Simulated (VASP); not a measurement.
All values below come from PBE0 hybrid, VASP's PBE PAW potentials (set 64) (plane waves; VASP).

VASP input:

File POSCAR:
```
LiI
1
    0.0000000000     2.9996930000     2.9996930000
    2.9996930000     0.0000000000     2.9996930000
    2.9996930000     2.9996930000     0.0000000000
Li I
1 1
Direct
  0.0000000000   0.0000000000   0.0000000000
  0.5000000000   0.5000000000   0.5000000000
```

### INCAR
```
! general
SYSTEM    =  LiI
PREC      =  Accurate
ENCUT     =  400
LREAL     =  .False.
LASPH     =  .True.
ISYM      =  3

! electronic loop
EDIFF     =  1E-6
NELM      =  100
ALGO      =  Normal
LMAXMIX   =  4

! smearing
ISMEAR    =  0
SIGMA     =  0.01

! functional
GGA       =  PE
LHFCALC   =  .True.
AEXX      =  0.25
HFRCUT    =  -1
PRECFOCK  =  Fast

! ions
ISIF      =  2

! output
LWAVE     =  .False.
LCHARG    =  .False.
```

KPOINTS:
```
kpoints
0
G
5 5 5
0.5 0.5 0.5
```

POTCAR, in this order: Li_sv I (PBE.64 set). Program: vasp_std.

What VASP printed:

### OSZICAR
```
       N       E                     dE             d eps       ncg     rms          rms(c)
DAV:   1    -0.116400253002E+04   -0.11640E+04   -0.31098E+03   342   0.798E+02
DAV:   2    -0.120612580172E+04   -0.42123E+02   -0.39960E+02   471   0.131E+02
DAV:   3    -0.120794789929E+04   -0.18221E+01   -0.18212E+01   402   0.323E+01
DAV:   4    -0.120802670453E+04   -0.78805E-01   -0.78748E-01   554   0.667E+00
DAV:   5    -0.718233323035E+01    0.12008E+04   -0.36936E+00   345   0.113E+01    0.403E+00
DAV:   6    -0.722521122784E+01   -0.42878E-01   -0.34949E-01   501   0.351E+00    0.409E+00
DAV:   7    -0.723114882715E+01   -0.59376E-02   -0.28635E-02   428   0.119E+00    0.273E+00
DAV:   8    -0.723157203119E+01   -0.42320E-03   -0.28653E-03   501   0.399E-01    0.168E+00
DAV:   9    -0.723163443730E+01   -0.62406E-04   -0.49327E-04   436   0.189E-01    0.950E-01
DAV:  10    -0.723174269394E+01   -0.10826E-03   -0.20844E-04   458   0.118E-01    0.525E-01
DAV:  11    -0.723182619231E+01   -0.83498E-04   -0.74507E-05   426   0.728E-02    0.289E-01
DAV:  12    -0.723187538424E+01   -0.49192E-04   -0.29833E-05   433   0.479E-02    0.159E-01
DAV:  13    -0.723190199509E+01   -0.26611E-04   -0.12943E-05   433   0.318E-02    0.885E-02
DAV:  14    -0.723191589279E+01   -0.13898E-04   -0.59998E-06   426   0.214E-02    0.495E-02
DAV:  15    -0.723192295881E+01   -0.70660E-05   -0.27813E-06   423   0.144E-02    0.278E-02
DAV:  16    -0.723192648510E+01   -0.35263E-05   -0.12229E-06   366   0.951E-03    0.157E-02
DAV:  17    -0.723192820799E+01   -0.17229E-05   -0.53246E-07   290   0.634E-03    0.892E-03
DAV:  18    -0.723192903936E+01   -0.83137E-06   -0.25909E-07   184   0.460E-03
   1 F= -.72319290E+01 E0= -.72319290E+01  d E =-.541479E-38
```

### OUTCAR
```
------------------------ aborting loop because EDIFF is reached ----------------------------------------
  FORCE on cell =-STRESS in cart. coord.  units (eV):
  Direction    XX          YY          ZZ          XY          YZ          ZX
  --------------------------------------------------------------------------------------
  Total       -0.2476726     -0.2476726     -0.2476726      0.0000000      0.0000000     -0.0000000
  in kB       -7.3506897     -7.3506897     -7.3506897      0.0000000      0.0000000     -0.0000000
  external PRESSURE =      -7.3506897 kB  Pullay stress =       0.0000000 kB
  volume of cell :       53.98
      direct lattice vectors                 reciprocal lattice vectors
     0.000000000  2.999693000  2.999693000    -0.166683724  0.166683724  0.166683724
     2.999693000  0.000000000  2.999693000     0.166683724 -0.166683724  0.166683724
     2.999693000  2.999693000  0.000000000     0.166683724  0.166683724 -0.166683724
 POSITION                                       TOTAL-FORCE (eV/Angst)
 -----------------------------------------------------------------------------------
      0.00000      0.00000      0.00000         0.000000     -0.000000     -0.000000
      2.99969      2.99969      2.99969        -0.000000      0.000000      0.000000
 -----------------------------------------------------------------------------------
    total drift:                                0.000000      0.000000     -0.000000
  FREE ENERGIE OF THE ION-ELECTRON SYSTEM (eV)
  ---------------------------------------------------
  free  energy   TOTEN  =        -7.2319290394 eV

  energy  without entropy=       -7.2319290394  energy(sigma->0) =       -7.23192904

  exchange ACFDT corr.  =         0.00000000  see jH, gK, PRB 81, 115126
```
(Selected blocks of OUTCAR.)

OUTCAR:
```
 val. band max:        1.1049022052   @ k =   0.1000   0.1000   0.1000

 cond. band min:       7.3596203682   @ k =   0.5000   0.5000   0.5000


 Fermi energy:         1.1940605523

 k-point     1 :       0.1000    0.1000    0.1000
  band No.  band energies     occupation
      1     -47.4071      2.00000
      2     -11.5552      2.00000
      3       0.6873      2.00000
      4       1.1049      2.00000
      5       1.1049      2.00000
      6       7.5487      0.00000
      7      10.7920      0.00000
      8      11.2090      0.00000
      9      11.2090      0.00000

 k-point     2 :       0.3000    0.1000    0.1000
  band No.  band energies     occupation
      1     -47.4071      2.00000
      2     -11.3187      2.00000
      3      -0.6364      2.00000
      4       0.5626      2.00000
      5       1.0909      2.00000
      6       8.2625      0.00000
      7       9.9840      0.00000
      8      10.2239      0.00000
      9      10.8020      0.00000

 k-point     3 :       0.5000    0.1000    0.1000
  band No.  band energies     occupation
      1     -47.4068      2.00000
      2     -11.0040      2.00000
      3      -1.9897      2.00000
      4       0.4187      2.00000
      5       0.8198      2.00000
      6       7.8079      0.00000
      7       9.2309      0.00000
      8       9.2974      0.00000
      9      13.0586      0.00000

 k-point     4 :      -0.3000    0.1000    0.1000
  band No.  band energies     occupation
      1     -47.4070      2.00000
      2     -11.0827      2.00000
      3      -1.6927      2.00000
      4       0.6531      2.00000
      5       0.6705      2.00000
      6       7.9769      0.00000
      7       9.0723      0.00000
      8       9.8475      0.00000
      9      12.0064      0.00000

 k-point     5 :      -0.1000    0.1000    0.1000
  band No.  band energies     occupation
      1     -47.4072      2.00000
      2     -11.4277      2.00000
      3      -0.0012      2.00000
...
```

At this cut-off the stress carries a Pulay error, which pulls relaxed volumes low. Unless said otherwise, spin-orbit coupling is left out, though it shifts the bands of the heavy elements here.

The structure comes from a computed database's LiI entry; how it stands against other phases isn't given here. The cell was not relaxed at this level. The run is one of a series of settings (HFRCUT = -1, HFSCREEN removed against the base run), some of them coarse on purpose.
